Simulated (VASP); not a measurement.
Crystal: MoP.

```
Mo P
1.0
     3.17944    0.00000    0.00000
    -1.58972    2.75348    0.00000
     0.00000    0.00000    3.14787
Mo P
1 1
Direct
  0.00000 0.00000 0.00000
  0.33333 0.66667 0.50000
```

The cell isn't the ideal one: volume scaled by 0.96.

* Program: VASP 6.6.1
* Task: relaxation of cell and atoms
* Functional: PW91
* Dispersion: D3(BJ)
* Potentials or basis: VASP PAW PBE potentials, release 64 (Mo_sv, P)
* Cutoff: 600 eV
* k mesh: 10 × 10 × 8
* Occupations: tetrahedron
* Spin: no spin polarisation

At the start: pressure 9.3 GPa; volume 13.78 Å³/atom.

Task: Where does the relaxation end?

Result: Over 9 steps the energy falls by 14.5 meV/atom and the volume is 14.30 Å³/atom (+3.8 %); space group P-6m2 (No. 187, to 0.05 Å).

Step by step:
| step | energy change (eV) | largest force (eV/Å) | pressure (GPa) | volume (Å³) |
| --- | --- | --- | --- | --- |
| 1 | 0.0000 | 0.0000 | 9.30 | 27.56 |
| 2 | 0.0920 | 0.0000 | -15.31 | 30.87 |
| 3 | -0.0287 | 0.0000 | -0.17 | 28.60 |
| 4 | -0.0287 | 0.0000 | 0.03 | 28.57 |
| 5 | -0.0287 | 0.0000 | 0.19 | 28.55 |
| 6 | -0.0290 | 0.0000 | 0.16 | 28.58 |
| 7 | -0.0290 | 0.0000 | 0.16 | 28.57 |
| 8 | -0.0290 | 0.0000 | -0.24 | 28.63 |
| 9 | -0.0290 | 0.0000 | 0.00 | 28.59 |

Final structure:
```xyz
2
Lattice="3.2192 0.0000 0.0000 -1.6096 2.7879 0.0000 0.0000 0.0000 3.1858" Properties=species:S:1:pos:R:3 pbc="T T T"
Mo    0.0000    0.0000    0.0000
P     0.0000    1.8586    1.5929
```

Caveat: the PAW data sets were made with another functional, which shifts forces and pressure a little; pairwise dispersion overbinds metals, which lowers pressure and volume; tetrahedron occupations give inexact forces and stress in metals.
